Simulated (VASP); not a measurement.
Wanted: the native input for a VASP 6.6.1 run.

- Task: relaxation of the atoms
- Functional: LDA
- Potentials or basis: VASP PAW LDA potentials, release 64 (Ga_d, Sb)
- Cutoff: 600 eV
- k mesh: 10 × 10 × 10
- Occupations: gaussian, width 0.03 eV
- Spin: no spin polarisation
- Further INCAR settings: ALGO = Normal; EDIFF = 1e-07; IBRION = 2; EDIFFG = -0.01; NSW = 40

The structure of GaSb lies in POSCAR:

```
GaSb                                    
1.0
    0.0000000000      3.0073455159      3.0073455159
    3.0073455159      0.0000000000      3.0073455159
    3.0073455159      3.0073455159      0.0000000000
  Ga              Sb            
     1     1
Direct
     0.0000000000000000    0.0000000000000000    0.0000000000000000
     0.2500000000000000    0.2500000000000000    0.2500000000000000
```

The cell isn't the ideal one: a relaxed cell with its volume scaled by 0.98.

The input as run:

INCAR

```
SYSTEM = GaSb
ALGO = Normal
EDIFF = 1E-7
EDIFFG = -0.01
ENCUT = 600
IBRION = 2
ISIF = 2
ISMEAR = 0
LASPH = .True.
LCHARG = .False.
LREAL = .False.
LWAVE = .False.
NELM = 80
NSW = 40
PREC = Accurate
SIGMA = 0.03
```

KPOINTS

```
k-points
0
Gamma
  10 10 10
  0 0 0
```

Potentials or basis: VASP PAW LDA potentials, release 64 (Ga_d, Sb).

Run with:

```bash
$ cat potpaw_LDA.64/Ga_d/POTCAR potpaw_LDA.64/Sb/POTCAR > POTCAR
$ mpirun -np 1 vasp_std > vasp.out
```

It gave:

```yaml
Pressure_after_relaxing: 1.2 GPa
Band_gap_on_the_k_mesh: 0.24 eV, direct
```

Caveat: the relaxation stopped at its first step, so nothing moved; spin-orbit coupling is left out, which moves the levels of the heavy elements.

Run time: 20 s on 1 thread of Intel(R) Xeon(R) Platinum 8488C (Sapphire Rapids), with other jobs on the host, peak memory 0.2 GiB.
